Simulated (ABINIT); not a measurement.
An input for ABINIT 10.8.3 (KI (Fm-3m)):

```
acell 3*1.0 Angstrom
rprim 
  0.000000000000 3.532775000000 3.532775000000
  3.532775000000 0.000000000000 3.532775000000
  3.532775000000 3.532775000000 -0.000000000000
ntypat 2
znucl 19 53
natom 2
typat 1 2
xred 
  0.000000000000 0.000000000000 0.000000000000
  0.500000000000 0.500000000000 0.500000000000
pp_dirpath "pseudos"
pseudos "K.upf, I.upf"
ecut 33
ngkpt 4 4 4
nshiftk 1
shiftk 0 0 0
kptopt 1
chksymbreak 0
istwfk *1
occopt 1
irdwfk 1
optdriver 3
nband 151
ecuteps 5
inclvkb 2
awtr 1
symchi 1
irdqps 1
gwcalctyp 28
nqptdm 7
qptdm 
  0.2500000000 0.0000000000 0.0000000000
  0.5000000000 0.0000000000 0.0000000000
  0.2500000000 0.2500000000 0.0000000000
  0.5000000000 0.2500000000 0.0000000000
  -0.2500000000 0.2500000000 0.0000000000
  0.5000000000 0.5000000000 0.0000000000
  -0.2500000000 0.5000000000 0.2500000000
indata_prefix "in"
outdata_prefix "out"
tmpdata_prefix "tmp"
```

```sh
OMP_NUM_THREADS=1 mpirun -n 4 abinit run.abi > log; mrgscr < mrgscr.stdin
```

**Question.** How long will it take on 4 MPI ranks of Arm Neoverse V2, shared host, and how much memory?

It took 42 s; on shared hardware allow 21 s to 84 s. Peak host memory was 1.5 GiB.

[Paths, hosts, dates, memory and timing lines, banners, echoed tables and standing remarks are left out of the program output.]

[Logs are printed without paths, hosts, clocks, repeated set-up lines and the standing remarks that a program may print on its own settings, such as how far it seeks lower states.]

[Runs of the session that timed out or met a known fault of the program may be left out.]

[Hosts, paths, dates, database ids (printed as entryN), source tags and the programs' standing remarks are cut or masked in the printed files.]

[G0W0 gaps are taken among the corrected bands and points alone; a level outside them can change the order at an edge.]

[Where Ansatz stands beside ABINIT at settings called matched, ABINIT's density can come from a denser mesh and the files from another edition; pairs whose starting gaps differed by over 0.03 eV were left out, so agreement reads better than it is.]
